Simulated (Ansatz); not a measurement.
Ba:

```
Ba
1.0
     0.00000    3.23267    3.23267
     3.23267    0.00000    3.23267
     3.23267    3.23267    0.00000
Ba
1
Direct
  0.00000 0.00000 0.00000
```

This isn't the form of Ba at room conditions, which is bcc.

Base run:

```yaml
Program: Ansatz 0.2.0
Functional: PBE
Potentials_or_basis: all-electron LAPW, scalar-relativistic
Cutoff: 65 eV (chosen from the basis error)
Basis_error_allowed: 0.001 eV/atom
k_mesh: 7 × 7 × 7
Occupations: gaussian, width 0.05 eV
Spin: no spin polarisation
```

Its results: band gap on the k mesh none (metal or under the smearing width); pressure -0.3 GPa.

Problem. The run is repeated on the same cell with these changes: functional from PBE to RPBE. What comes out?

Solution. Band gap on the k mesh none (metal or under the smearing width); pressure 0.3 GPa.

RPBE binds less tightly than PBE, so the same cell stands under more pressure.
